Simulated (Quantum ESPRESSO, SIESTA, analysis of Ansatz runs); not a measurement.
# NaI (Fm-3m):V_Na, a ladder of methods on one cell (SIESTA), part 2 of 5

We place the charge-transition levels of V_Na in NaI (Fm-3m) with atom-centred orbitals, then repeat the energies at other levels of method to see what holds. Model: a cell of 54 host atoms with 1 Na taken out.

SIESTA 5.4.2; SIESTA numerical-orbital DFT, PBEsol, DZP basis, PseudoDojo 0.4.1 potentials converted to PSML; charged supercells in a uniform background, point-charge correction with alignment at far sites.

So far. Step 2 (Band edges): The gap at this level is 3.69 eV.

## Step 3: Relaxing each charge state

Level of this step: SIESTA numerical-orbital DFT, PBEsol, DZP basis, PseudoDojo 0.4.1 potentials converted to PSML; relaxation of all atoms of a defect supercell (SIESTA).

Each state starts from the atoms near the defect displaced at random, so that no symmetry of the ideal site is imposed. An odd electron count needs spin polarisation, and the total moment is held fixed to keep the state apart from its neighbours in spin. Basis functions without a nucleus stand at the vacant site, for electrons that may collect there. Charge 0 is shown in full.

File defect.fdf:

```
SystemName                      Na26I27
SystemLabel                     defect
NumberOfSpecies                 3
NumberOfAtoms                   54
%block ChemicalSpeciesLabel
  1   11 Na
  2   53 I
  3  -11 Na_ghost
%endblock ChemicalSpeciesLabel
LatticeConstant                 1.0 Ang
%block LatticeVectors
     0.000000000     9.655971000     9.655971000
     9.655971000     0.000000000     9.655971000
     9.655971000     9.655971000     0.000000000
%endblock LatticeVectors
AtomicCoordinatesFormat         Fractional
%block AtomicCoordinatesAndAtomicSpecies
     0.000000000     0.000000000     0.000000000  1
     0.166666667     0.166666667     0.166666667  2
     0.000000000     0.000000000     0.333333333  1
     0.166666667     0.166666667     0.500000000  2
     0.000000000     0.000000000     0.666666667  1
     0.166666667     0.166666667     0.833333333  2
     0.000000000     0.333333333     0.000000000  1
     0.166666667     0.500000000     0.166666667  2
     0.000000000     0.333333333     0.333333333  1
     0.166666667     0.500000000     0.500000000  2
     0.000000000     0.333333333     0.666666667  1
     0.166666667     0.500000000     0.833333333  2
     0.000000000     0.666666667     0.000000000  1
     0.166666667     0.833333333     0.166666667  2
     0.000000000     0.666666667     0.333333333  1
     0.166666667     0.833333333     0.500000000  2
     0.000000000     0.666666667     0.666666667  1
     0.166666667     0.833333333     0.833333333  2
     0.333333333     0.000000000     0.000000000  1
     0.500000000     0.166666667     0.166666667  2
     0.333333333     0.000000000     0.333333333  1
     0.500000000     0.166666667     0.500000000  2
     0.333333333     0.000000000     0.666666667  1
     0.500000000     0.166666667     0.833333333  2
     0.333333333     0.333333333     0.000000000  1
     0.500000000     0.500000000     0.166666667  2
     0.333333333     0.333333333     0.333333333  1
     0.504336502     0.499529559     0.498462815  2
     0.333333333     0.333333333     0.666666667  1
     0.500000000     0.500000000     0.833333333  2
     0.333333333     0.666666667     0.000000000  1
     0.502552371     0.829607789     0.168945990  2
     0.333333333     0.666666667     0.333333333  1
     0.500255783     0.830926234     0.504128487  2
     0.333333333     0.666666667     0.666666667  1
     0.500000000     0.833333333     0.833333333  2
     0.666666667     0.000000000     0.000000000  1
     0.833333333     0.166666667     0.166666667  2
     0.666666667     0.000000000     0.333333333  1
     0.833333333     0.166666667     0.500000000  2
     0.666666667     0.000000000     0.666666667  1
     0.833333333     0.166666667     0.833333333  2
     0.666666667     0.333333333     0.000000000  1
     0.834196658     0.501186828     0.168999991  2
     0.666666667     0.333333333     0.333333333  1
     0.829545804     0.502483596     0.499001298  2
     0.666666667     0.333333333     0.666666667  1
     0.833333333     0.500000000     0.833333333  2
     0.666666667     0.666666667     0.000000000  1
     0.835660589     0.829090296     0.168507330  2
     0.833333333     0.833333333     0.500000000  2
     0.666666667     0.666666667     0.666666667  1
     0.833333333     0.833333333     0.833333333  2
     0.666666667     0.666666667     0.333333333  3
%endblock AtomicCoordinatesAndAtomicSpecies
%block kgrid.MonkhorstPack
    1   0   0  0.25
    0   1   0  0.25
    0   0   1  0.25
%endblock kgrid.MonkhorstPack
XC.Functional                   GGA
XC.Authors                      PBEsol
PAO.BasisSize                   DZP
PAO.EnergyShift                 0.005 Ry
Mesh.Cutoff                     300 Ry
Spin                            polarized
%block DM.InitSpin
    28   0.200
    32   0.200
    34   0.200
    44   0.200
    46   0.200
%endblock DM.InitSpin
Spin.Fix                        true
Spin.Total                      1.0
OccupationFunction              FD
ElectronicTemperature           0.01 eV
MaxSCFIterations                150
SCF.MustConverge                true
SCF.Mixer.Method                Pulay
SCF.Mixer.Weight                0.1
SCF.Mixer.History               10
SCF.DM.Tolerance                3.0e-4
SCF.H.Tolerance                 3.0e-3 eV
WriteForces                     true
Charge.Mulliken                 end
SaveRho                         true
SaveElectrostaticPotential      true
Charge.Hirshfeld                end
Charge.Voronoi                  end
MD.TypeOfRun                    Broyden
MD.Steps                        90
MD.MaxForceTol                  0.04 eV/Ang
MD.MaxDispl                     0.15 Ang
WriteCoorStep                   true
AtomCoorFormatOut               Fractional
%block Geometry.Constraints
  atom [54]
%endblock Geometry.Constraints
```

On the command line:

```
$ OMP_NUM_THREADS=1 siesta defect.fdf > defect.out
```

The log of the run:

```text
Version         : 5.4.2

                           ***********************
                           *  WELCOME TO SIESTA  *
                           ***********************

[...]
reinit: Reading from file defect.fdf

reinit: -----------------------------------------------------------------------
reinit: System Name: Na26I27
reinit: -----------------------------------------------------------------------
reinit: System Label: defect
reinit: -----------------------------------------------------------------------

[...]
initatom: Reading input for the pseudopotentials and atomic orbitals ----------
Species number:   1 Atomic number:   11 Label: Na
Species number:   2 Atomic number:   53 Label: I
Species number:   3 Atomic number:  -11 Label: Na_ghost (floating PAOs)

[... pseudopotential checks and orbital generation ...]

prinput: Basis input

PAO.BasisType split

%block ChemicalSpeciesLabel
    1   11 Na                      # Species index, atomic number, species label
    2   53 I                       # Species index, atomic number, species label
    3  -11 Na_ghost                # Species index, atomic number, species label
%endblock ChemicalSpeciesLabel

%block PAO.Basis                 # Define Basis set
# WARNING: This information might be incomplete!
Na                    4                    # Species label, number of l-shells
 n=2   0   1                         # n, l, Nzeta
   2.788
   1.000
 n=3   0   2                         # n, l, Nzeta
   9.697      7.095
   1.000      1.000
 n=2   1   1                         # n, l, Nzeta
   3.254
   1.000
 n=3   1   1                         # n, l, Nzeta
   9.697
   1.000
I                     2                    # Species label, number of l-shells
 n=5   0   2                         # n, l, Nzeta
   5.078      3.466
   1.000      1.000
 n=5   1   2 P   1                   # n, l, Nzeta, Polarization, NzetaPol
   6.432      4.444
   1.000      1.000
Na_ghost              4                    # Species label, number of l-shells
 n=2   0   1                         # n, l, Nzeta
   2.788
   1.000
 n=3   0   2                         # n, l, Nzeta
   9.697      7.095
   1.000      1.000
 n=2   1   1                         # n, l, Nzeta
   3.254
   1.000
 n=3   1   1                         # n, l, Nzeta
   9.697
   1.000
%endblock PAO.Basis

prinput: ----------------------------------------------------------------------

coor:   Atomic-coordinates input format  =     Fractional

[...]
siesta: System type = bulk

initatomlists: Number of atoms, orbitals, and projectors:     54   594   694

[... echo of the settings ...]

siesta: k-grid: Number of k-points = 1
siesta: k-points from Monkhorst-Pack grid
siesta: k-cutoff (effective) =     6.828 Ang
siesta: k-point supercell and displacements
siesta: k-grid:     1     0     0      0.250
siesta: k-grid:     0     1     0      0.250
siesta: k-grid:     0     0     1      0.250

diag: Algorithm                                     = D&C
diag: Absolute tolerance                            =  0.100E-15
diag: Orthogonalization factor                      =  0.100E-05

superc: Internal auxiliary supercell:     3 x     3 x     3  =      27
superc: Number of atoms, orbitals, and projectors:   1458  16038  18738

siesta: Constraint (1): pos
  [ 54 ]

                     ====================================
                        Begin Broyden opt. move =      0
                     ====================================

[...]
superc: Internal auxiliary supercell:     3 x     3 x     3  =      27
superc: Number of atoms, orbitals, and projectors:   1458  16038  18738

outcell: Unit cell vectors (Ang):
        0.000000    9.655971    9.655971
        9.655971    0.000000    9.655971
        9.655971    9.655971    0.000000

outcell: Cell vector modules (Ang)   :   13.655605   13.655605   13.655605
outcell: Cell angles (23,13,12) (deg):     60.0000     60.0000     60.0000
outcell: Cell volume (Ang**3)        :   1800.6025
[...]
Initializing Density Matrix...

[...]
DM filled with atomic data (user-defined):

InitMesh: MESH = 120 x 120 x 120 = 1728000
InitMesh: Mesh cutoff (required, used) =   300.000   320.136 Ry

[...]
iscf     Eharris(eV)        E_KS(eV)     FreeEng(eV)     dDmax     Ef_up Ef_dn(eV) dHmax(eV)
   scf:    1   -41875.982485   -41849.582124   -41849.596024  0.280269 -2.586360 -6.386468  2.661856
[...]
scf:    2   -41850.073625   -41849.842913   -41849.856991  0.021826 -2.590336 -6.343465  2.245389
[...]
scf:    3   -41850.400739   -41850.192513   -41850.209017  0.059709 -2.601271 -6.218413  1.374974
[...]
scf:    4   -41849.869579   -41850.171519   -41850.188034  0.088157 -2.604983 -6.178137  1.111724
[...]
scf:    5   -41849.384569   -41850.118124   -41850.132296  0.168711 -2.607430 -6.160529  1.745215
[...]
scf:    6   -41850.330692   -41850.245854   -41850.262144  0.076534 -2.608521 -6.168549  0.809213
[...]
scf:    7   -41850.399314   -41850.350149   -41850.367680  0.041994 -2.608396 -6.177410  0.422568
[...]
scf:    8   -41850.368691   -41850.360689   -41850.378501  0.012451 -2.608218 -6.177913  0.300181
[...]
scf:    9   -41850.281450   -41850.348426   -41850.366111  0.064233 -2.609786 -6.182885  0.629918
[...]
scf:    3   -41850.408189   -41850.408692   -41850.424654  0.044479 -2.599305 -6.229733  0.021186
[...]
scf:    4   -41850.408802   -41850.408789   -41850.424737  0.001346 -2.600299 -6.229968  0.008332
[...]
scf:    5   -41850.408834   -41850.408822   -41850.424766  0.000679 -2.600092 -6.230079  0.006774
[...]
scf:    6   -41850.408833   -41850.408830   -41850.424774  0.000312 -2.599970 -6.230066  0.005730
[...]
scf:    7   -41850.408820   -41850.408825   -41850.424778  0.000120 -2.599943 -6.229920  0.002818
     spin moment: {S} , |S| = {        0.0        0.0    1.00000 }     1.00000

SCF Convergence by DM+H criterion
[...]
SCF cycle converged after 7 iterations

[...]
siesta: E_KS(eV) =           -41850.4088

siesta: Atomic forces (eV/Ang):
     1   -0.000648    0.000947   -0.010170
     2    0.001106   -0.002015   -0.000955
     3   -0.004224   -0.004242    0.014135
     4   -0.001034    0.001980    0.000224
     5    0.012469    0.007228    0.012406
     6   -0.003436    0.001356   -0.001089
     7    0.011189   -0.000491    0.000287
     8    0.005650   -0.007452   -0.002372
     9   -0.004617    0.005668   -0.000034
    10   -0.000232   -0.000246   -0.001581
[...]
50   -0.002285    0.005458    0.017071
    51   -0.004717   -0.005696   -0.005546
    52    0.000500    0.000429   -0.001800
    53    0.001076    0.002241   -0.003477
    54   -0.000021    0.000053   -0.000011
   Tot   -0.001168   -0.043413   -0.002458
   Max    0.025035
   Res    0.006479    sqrt( Sum f_i^2 / 3N )
   Max    0.025035    constrained

Stress tensor Voigt[x,y,z,yz,xz,xy] (kbar):       -0.21       -0.14       -0.18        0.11        0.14        0.11
[...]
outcoor: Relaxed atomic coordinates (fractional):
   -0.00010190   -0.00011079    0.00029509   1       1  Na
    0.16707628    0.16649723    0.16714591   2       2  I
   -0.00006223   -0.00008387    0.33337086   1       3  Na
    0.16644032    0.16668337    0.49957073   2       4  I
   -0.00001211   -0.00008966    0.66664218   1       5  Na
    0.16660372    0.16680636    0.83337756   2       6  I
   -0.00025008    0.33341363    0.00013934   1       7  Na
    0.16801956    0.49927384    0.16626330   2       8  I
   -0.00111165    0.33444756    0.33331928   1       9  Na
    0.16670706    0.50039448    0.49962479   2      10  I
   -0.00016699    0.33367286    0.66652501   1      11  Na
    0.16695060    0.50031975    0.83325999   2      12  I
   -0.00100319    0.66663002    0.00105633   1      13  Na
    0.16693322    0.83282944    0.16717870   2      14  I
   -0.00071586    0.66674794    0.33339646   1      15  Na
    0.16574849    0.83369777    0.50049410   2      16  I
   -0.00008006    0.66670877    0.66659088   1      17  Na
    0.16644435    0.83294414    0.83328660   2      18  I
    0.33352025   -0.00036939    0.00022440   1      19  Na
    0.49969693    0.16729077    0.16633409   2      20  I
[...]
0.66663478    0.33342569    0.00007076   1      43  Na
[...]
0.66661447    0.33404833    0.33328149   1      45  Na
    0.83500983    0.49815154    0.50179808   2      46  I
    0.66666510    0.33431115    0.66568015   1      47  Na
    0.83297759    0.50035566    0.83343990   2      48  I
    0.66662251    0.66656946    0.00081027   1      49  Na
    0.83544942    0.83543862    0.16445716   2      50  I
    0.83393458    0.83385828    0.50059746   2      51  I
    0.66671716    0.66674643    0.66597393   1      52  Na
    0.83385240    0.83379743    0.83229387   2      53  I
    0.66666667    0.66666667    0.33333333   3      54  Na_ghost

[...]
siesta: Final energy (eV):
siesta:  Band Struct. =   -9571.478634
siesta:       Kinetic =   21933.681719
siesta:       Hartree =   15315.758786
[...]
siesta:         Exch. =   -7093.855037
siesta:         Corr. =    -598.584559
[...]
siesta:   Exch.-corr. =   -7692.439596
siesta:  Ion-electron =  -53543.777162
siesta:       Ion-ion =  -17863.632572
[...]
siesta:         Total =  -41850.408825
siesta:      Fermi_up =      -2.599943
siesta:      Fermi_dn =      -6.229920

siesta: Stress tensor (static) (eV/Ang**3):
siesta:    -0.000131    0.000072    0.000087
siesta:     0.000072   -0.000088    0.000068
siesta:     0.000087    0.000068   -0.000109

siesta: Cell volume =       1800.602521 Ang**3

siesta: Pressure (static):
siesta:                Solid            Molecule  Units
siesta:           0.00000119          0.00000107  Ry/Bohr**3
siesta:           0.00010956          0.00009819  eV/Ang**3
siesta:           0.17553127          0.15732547  kBar

[...]
mulliken: Qtot =      212.000

[...]
mulliken: Qtot =      211.000

Mulliken Atomic Populations:
Atom #   charge [q] valence [e]      Sz [e]  Species
     1    -0.070864    9.070864    0.000073  Na
     2     0.063215    6.936785    0.030248  I
     3    -0.048329    9.048329   -0.000872  Na
     4     0.063149    6.936851    0.030109  I
     5    -0.053008    9.053008   -0.001133  Na
     6     0.049252    6.950748    0.002522  I
     7    -0.070961    9.070961    0.000095  Na
     8     0.053802    6.946198    0.021669  I
     9    -0.056378    9.056378   -0.002692  Na
    10     0.054399    6.945601    0.014518  I
    11    -0.070820    9.070820    0.000120  Na
    12     0.062607    6.937393    0.029929  I
    13    -0.055649    9.055649   -0.002657  Na
    14     0.054251    6.945749    0.014312  I
    15    -0.054625    9.054625   -0.002636  Na
    16     0.054089    6.945911    0.021730  I
    17    -0.048375    9.048375   -0.000866  Na
    18     0.062327    6.937673    0.029427  I
    19    -0.071168    9.071168    0.000136  Na
    20     0.054479    6.945521    0.022005  I
[...]
43    -0.048473    9.048473   -0.000869  Na
[...]
45    -0.055322    9.055322   -0.002646  Na
    46     0.104584    6.895416    0.101632  I
    47    -0.056111    9.056111   -0.002687  Na
    48     0.054447    6.945553    0.014667  I
    49    -0.055781    9.055781   -0.002662  Na
    50     0.102755    6.897245    0.099778  I
    51     0.050378    6.949622    0.015811  I
    52    -0.054022    9.054022   -0.002589  Na
    53     0.054037    6.945963    0.021696  I
    54     8.690191    0.309809    0.002724  Na_ghost
 Total     9.000000                1.000000

[...]
Job completed
```

Run time: 23 min. Hardware: 1 MPI rank of Arm Neoverse V1, shared host; peak memory 1.1 GiB.

The steps and moves of this run count from the displaced start.

Step by step:

| step | energy less that of the first step (eV) | largest force (eV/Å) |
| --- | --- | --- |
| 0 | 0.0000 | 0.1137 |
| 1 | -0.0034 | 0.1095 |
| 2 | -0.0155 | 0.0904 |
| 3 | -0.0257 | 0.0577 |
| 4 | -0.0269 | 0.0624 |
| 5 | -0.0328 | 0.0480 |
| 6 | -0.0324 | 0.0524 |
| 7 | -0.0367 | 0.0257 |

The atoms that moved most (Å):

| atom | dx | dy | dz | length |
| --- | --- | --- | --- | --- |
| I46 | -0.015 | 0.081 | 0.011 | 0.083 |
| I44 | -0.072 | -0.028 | -0.018 | 0.079 |
| I28 | 0.021 | -0.024 | -0.073 | 0.079 |
| I32 | 0.016 | -0.073 | 0.013 | 0.076 |
| I50 | 0.022 | -0.040 | 0.059 | 0.075 |
| I34 | 0.036 | -0.042 | 0.019 | 0.058 |
| Na21 | -0.017 | 0.021 | -0.001 | 0.027 |
| Na37 | -0.001 | 0.020 | -0.017 | 0.026 |

Neighbours of the ideal centre at the end:

| atom | distance (Å) |
| --- | --- |
| I32 | 3.246 |
| I46 | 3.252 |
| I28 | 3.254 |
| I44 | 3.257 |
| I50 | 3.259 |
| I34 | 3.271 |
| Na21 | 4.526 |
| Na37 | 4.527 |
| Na35 | 4.534 |
| Na9 | 4.537 |
| Na13 | 4.538 |
| Na47 | 4.538 |
| Na39 | 4.541 |
| Na49 | 4.542 |
| Na33 | 4.542 |
| Na45 | 4.543 |

Energies on the run's own zero. States near gap, by row:

| spin | k | band | energy (eV) | filled by count |
| --- | --- | --- | --- | --- |
| up | 0 | 208 | -6.418 | 1 |
| up | 0 | 209 | -6.335 | 1 |
| up | 0 | 210 | -6.335 | 1 |
| up | 0 | 211 | -6.283 | 1 |
| up | 0 | 212 | -6.283 | 1 |
| up | 0 | 213 | -2.307 | 0 |
| up | 0 | 214 | -1.308 | 0 |
| up | 0 | 215 | -1.307 | 0 |
| up | 0 | 216 | -1.29 | 0 |
| down | 0 | 207 | -6.447 | 1 |
| down | 0 | 208 | -6.384 | 1 |
| down | 0 | 209 | -6.269 | 1 |
| down | 0 | 210 | -6.267 | 1 |
| down | 0 | 211 | -6.231 | 1 |
| down | 0 | 212 | -6.231 | 0 |
| down | 0 | 213 | -2.304 | 0 |
| down | 0 | 214 | -1.303 | 0 |
| down | 0 | 215 | -1.302 | 0 |

Spin density in the ac plane at fractional y = 0.667, through the centre, with atoms of Na within 0.45 Å of it.

Ten even steps from '0' (-1.26 × 1e-4 e/Å³) to '9' (8.29 × 1e-4 e/Å³), each cell a mean:
```
121111111111111111111111111111000000011
111111111111111111111111111111111111111
111111111111111111111111111111111222211
111111111111111111111111111111111112111
111111111111111122111111111111111111111
111111111111111122211111111111111111111
111111111111111111111111111111111111111
011111111111201100000001111111111111111
111111111111112111112211110111111111111
111111122111011101134542100111111122111
111111122211001110124675200011111122211
111111111211011222112465310133211111111
111111111111012456432333211257752111111
111111111111011357764332211258985211111
111111111111111123443322111124554211111
011111111111101000011111111111111000010
111111111111111100112222111111122111011
111111111111111111236774211122234554211
001111111111111111135997421223334677531
001111111111111111112465311245432234431
001221111111111122111122100146742111211
001222111111111122211111100135764210111
111111111111111111111111111012443211111
011111111111101111111111110111111110111
```
Columns run along a (13.7 Å), rows up along c (13.7 Å). Atoms in or near the plane, at fractional coordinates: Na at (0.00, 0.00), Na at (0.00, 0.33), Na at (0.00, 0.67), Na at (0.33, 0.00), Na at (0.33, 0.33), Na at (0.33, 0.67), Na at (0.67, 0.00), Na at (0.67, 0.67).

Electrostatic potential energy in the ac plane at fractional y = 0.667, through the centre, with atoms of Na within 0.45 Å of it. With pseudopotentials it is smooth inside the atoms' cores, unlike the true potential.

Ten even steps from '0' (-50 eV) to '9' (1 eV), each cell a mean:
```
126899999987411689999998741268999999874
777899999999877789999999987778999999998
999999999999999999999999999999999999999
999999999999999999999999999999999999999
999999999999999999999999999999999999999
999999999988899999999998889999999999888
689999999886578999999987657899999998765
037899999874003789999987400378999998740
116899999987411589999998741168999999874
777899999999877789999999987778999999998
999999999999999999999999999999999999999
999999999999999999999999999999999999999
999999999999999999999999999999999999999
999999999988899999999999999999999999888
789999999876568999999999999999999998765
047899999874003789999999999999999998740
126899999987411689999999999999999999874
777899999999877789999999999999999999998
999999999999999999999999999999999999999
999999999999999999999999999999999999999
999999999999999999999999999999999999999
999999999988899999999998889999999999888
689999999876568999999987656899999998765
037899999874003789999987400378999998740
```
Columns run along a (13.7 Å; values clipped at the 3rd and 97th percentile), rows up along c (13.7 Å). Atoms in or near the plane, at fractional coordinates: Na at (0.00, 0.00), Na at (0.00, 0.33), Na at (0.00, 0.67), Na at (0.33, 0.00), Na at (0.33, 0.33), Na at (0.33, 0.67), Na at (0.67, 0.00), Na at (0.67, 0.67).

(Continued in part 3 of 5.)

[Logs are printed without paths, hosts, clocks, repeated set-up lines and the standing remarks that a program may print on its own settings, such as how far it seeks lower states.]

[Hosts, paths, dates, database ids (printed as entryN), source tags and the programs' standing remarks are cut or masked in the printed files.]

[For some hosts the program warned that the k-mesh of the response run may be too coarse for force constants and the static dielectric constant; such warnings are not shown here.]

[Charge tables in the logs are Mulliken or Hirshfeld populations, whose sizes and signs can differ; where basis functions stand at a vacancy, SIESTA counts their charge against the missing atom's valence.]

[In relaxation paths of CP2K, step 0 can be the structure after the first move, since the trajectory file begins there, and the last row can be the final structure solved once more.]
